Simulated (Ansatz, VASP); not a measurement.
Cu in VASP and in Ansatz

```
CELL_PARAMETERS angstrom
4.06720 0.00000 0.00000
-2.03360 3.52230 0.00000
0.00000 0.00000 2.43724
ATOMIC_POSITIONS crystal
Cu 0.00000 0.00000 0.00000
Cu 0.33333 0.66667 0.50000
Cu 0.66667 0.33333 0.50000
```

Alike in both runs: functional r2SCAN; k mesh 15 × 15 × 18; occupations gaussian, width 0.1 eV; no spin polarisation.

Ansatz relaxed the structure, and its values are those at the end. VASP's run is a single point on that final structure, the one shown.

|  | VASP | Ansatz |
| --- | --- | --- |
| version | VASP 6.6.1 | Ansatz 0.2.0 |
| potentials or method | VASP PAW PBE potentials, release 64 (Cu) | scalar-relativistic, plane waves, PAW |
| plane-wave cutoff (eV) | 520 | 500 |
| valence electrons in the cell | 33 | 57 |

```tsv
	VASP	Ansatz	Ansatz less VASP
gap on the k mesh at the Fermi level (eV)	none	none	-
pressure (GPa)	0.6	0.0	-0.61
```

A gap of «none» marks a metal or a gap that the smearing closes. The two sets of potentials don't hold the same shells in valence.

Caveats: the PAW data sets were made with another functional, which shifts forces and pressure a little (VASP).
